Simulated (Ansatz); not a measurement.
A series in volume per atom on GaN

Periodic Kohn-Sham DFT of a crystal at fixed atoms; pressure and stress are positive in compression; the energy is the free energy less that of spherical unpolarised free atoms; site moments are those in the method's own spheres, positive along +z. The results are calculated, by Ansatz 0.2.0.

Cell of the first row (space group Fm-3m, No. 225):
```
cell vectors (Å)
   0.0000     1.9518     1.9518
   1.9518     0.0000     1.9518
   1.9518     1.9518     0.0000
atoms (fractions of the cell vectors)
Ga  0.50000  0.50000  0.50000
N   0.00000  0.00000  0.00000
```

Settings of every row: method all-electron PAW; functional PBEsol; relativity scalar; k mesh 13x13x13; filling fermi-dirac; smearing width 0.02 eV; nucleus gaussian.

Atom start moment: 0 on all atoms.

Limits: all rows lie far from zero pressure.

Limits of some rows: cell far from its zero-pressure volume (row 1, 2).

```
row  volume per atom (Å³)  pressure (GPa)
  1                 7.436          91.666
  2                  7.44          91.351
  3                 7.594          79.641
  4                 7.752          68.721
  5                 7.831          63.645
  6                  7.91          58.806
  7                 7.989          54.195
  8                 8.069               ?
  9                 8.227          41.603
 10                 8.385          34.147
```

Question: what pressure should row 8 give?

Worked fit of pressure. Take u = (V_r/V)^(2/3) − 1 with V_r = 7.831 Å³ an atom, which is twice the finite (Eulerian) strain; such expansions in the strain, on which the Birch-Murnaghan equation of state is built, carry the rest volume and the bulk modulus. The shown rows have u = 0.03511, 0.03474, 0.0207, 0.00678, 0, -0.00667, -0.01323, -0.03235, -0.04455. Least squares give pressure = 63.6509 + 737.807 × u + 1707.47 × u² GPa; a straight line predicts inner rows, each left out in turn, worse (root mean square 1.2 against 0.021 GPa). The rows lie off it by 0.006, 0.008, -0.014, -0.011, -0.006, 0.000, 0.006, 0.033, -0.023 (root mean square 0.015 GPa). The withheld row has u = -0.01976, so the fit gives 63.6509 + 737.807 × (-0.01976) + 1707.47 × (-0.01976)² = 49.739 GPa.

The calculation gave 49.797 GPa. The fit lies 0.058 GPa (0.1 % of the column's range) below it; its largest miss of a shown row is 0.033 GPa.
